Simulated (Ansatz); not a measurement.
Wurtzite PbTe (no longer in that coordination) was relaxed with 3 functionals in the PAW code Ansatz, cell and atoms free, the symmetry of the start kept (meshes: PBE 6×6×4, r2SCAN 6×6×4, PBEsol 6×6×4). No spin polarisation. The prototype was imposed, so other structures may be more stable.

The PBEsol result:
Space group P6_3mc (No. 186). a = 5.434 Å, b = 5.434 Å, c = 6.494 Å, α = 90.00°, β = 90.00°, γ = 120.00°
```csv
atom,site,symmetry,x,y,z
Pb,2b,3m.,0.3333,0.6667,0.9379
Te,2b,3m.,0.3333,0.6667,0.4371
```

Space group P6_3mc (No. 186), hexagonal; conventional cell a = 5.434 Å, c = 6.494 Å, 41.53 Å³ an atom. Pb is surrounded by 5 Te at 3.14–3.25 Å; Te is surrounded by 5 Pb at 3.14–3.25 Å.

Q: Order the functionals by the relaxed volume, smallest first.
A. r2SCAN
B. PBEsol
C. PBE

A: B (41.53 Å³/atom), A (43.04 Å³/atom), C (43.83 Å³/atom).

Q: How does the cell change with r2SCAN?

A: a = 5.498 Å, c = 6.575 Å; the volume differs by +3.6 % from PBEsol's. Pb has 5 Te at 3.17–3.29 Å; Te has 5 Pb at 3.17–3.29 Å.

Q: What lattice does PBE give?

A: a = 5.530 Å, c = 6.621 Å; the volume differs by +5.6 % from PBEsol's. Around Pb lie 5 Te at 3.19–3.32 Å; around Te lie 5 Pb at 3.19–3.32 Å.

Q: Held at the r2SCAN cell, what mean stress does PBE find, and does its sign point to its own minimum?

A: Yes. PBE +0.56 GPa, and its relaxed volume is +1.8 % from r2SCAN's. Compression counts positive, so a positive stress asks for a larger cell.
